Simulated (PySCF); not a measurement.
Published values to compare with (the computed states carry no symmetry labels, so the two lists aren't matched line by line):

```csv
state,E (eV),f,kind of transition,source
3B2(π→π*),3.10,,band maximum or as reported,[1]
3B2(π→π*),3.25,,vertical absorption,[2]
3B2(π→π*),3.31,,vertical absorption,[3]
3A1(π→π*),5.09,,vertical absorption,[2]
3A1(π→π*),5.11,,vertical absorption,[3]
1B2(π→π*),5.26,,band maximum or as reported,[1]
1B2(π→π*),5.54,,vertical absorption,[4]
1B2(π→π*),5.54,0.084,vertical absorption,[3]
1A2(π→3s),5.63,,band maximum or as reported,[1]
1A2(π→3s),5.68,,band maximum or as reported,[1]
3A2(π→3s),5.73,,vertical absorption,[3]
1B2(π→π*),5.73,,vertical absorption,[2]
1A2(π→3s),5.78,,vertical absorption,[4]
1A2(π→3s),5.78,,vertical absorption,[3]
1B2(π→3p),6.31,,band maximum or as reported,[1]
1B1(π→3p),6.35,,band maximum or as reported,[1]
3B1(π→3p),6.36,,vertical absorption,[3]
1B1(π→3p),6.41,,vertical absorption,[4]
1B1(π→3p),6.41,0.037,vertical absorption,[3]
1A2(π→3p),6.45,,vertical absorption,[4]
1A1(π→π*),6.45,,vertical absorption,[4]
1A2(π→3p),6.46,,vertical absorption,[3]
1B2(π→3p),6.56,,vertical absorption,[4]
1B2(π→3p),6.56,0.046,vertical absorption,[3]
1A1(π→π*),6.62,,vertical absorption,[2]
1A1(π→π*),8.69,,vertical absorption,[2]
```

[1] measured, gas; Loos, Lipparini, Boggio-Pasqua, Scemama, Jacquemin (2019), arXiv:1912.04173, literature columns
[2] computed, CC3/TZVP, gas; arXiv:2401.06101 (2024), CC3 reference column of Thiel's set
[3] computed, theoretical best estimate (aug-cc-pVTZ, frozen core, CC3 geometry), gas; Veril, Scemama, Caffarel, Lipparini, Boggio-Pasqua, Jacquemin, Loos, WIREs Comput. Mol. Sci. 2021, 11, e1517 (QUESTDB)
[4] computed, theoretical best estimate (aug-cc-pVTZ), revised with CC4, gas; Loos, Lipparini, Matthews, Blondel, Jacquemin, revising reference values with EOM-CC4 (2022), arXiv:2204.11658

Species: cyclopentadiene, C5H6.
Z-matrix (Å and degrees, GFN2-xTB geometry), rows numbered from 1:
```
C 
C   1  1.3390
C   2  1.4929  1  109.46
C   3  1.4930  2  102.60  1     0.06
C   4  1.3390  3  109.47  2    -0.05
H   1  1.0754  2  126.89  3   179.94
H   2  1.0744  1  127.56  3  -179.94
H   3  1.0923  2  111.82  1  -119.97
H   3  1.0922  2  111.88  1   120.11
H   4  1.0744  3  122.97  2   179.98
H   5  1.0755  1  123.88  2  -179.95
```

Method used: TDDFT CAM-B3LYP/def2-SVPD, vertical, gas phase, core orbitals frozen in the response (PySCF).

Computed singlets: 5.23 eV (f 0.087); 6.37 eV (f 0.000); 7.07 eV (f 0.007); 7.10 eV (f 0.051); 7.16 eV (f 0.000); 7.81 eV (f 0.000); 7.85 eV (f 0.001); 7.89 eV (f 0.000). Computed triplets (Tamm–Dancoff): 3.14, 5.08, 6.30 eV.

How does the lowest computed singlet compare with the best estimate listed for the lowest singlet (vertical absorption)?

5.23 eV against 5.54 eV for 1B2(π→π*) [4]: a difference of -0.31 eV. Geometry and basis of the two calculations needn't be the same.

How does the lowest computed triplet compare with the best estimate listed for the lowest triplet (vertical absorption)?

3.14 eV against 3.31 eV for 3B2(π→π*) [3]: a difference of -0.17 eV. Geometry and basis of the two calculations needn't be the same.

Note on [4]: revises the 2021 QUESTDB value.

A measured band maximum holds vibronic effects and, in solution, solvent shifts, so it needn't equal the vertical energy.
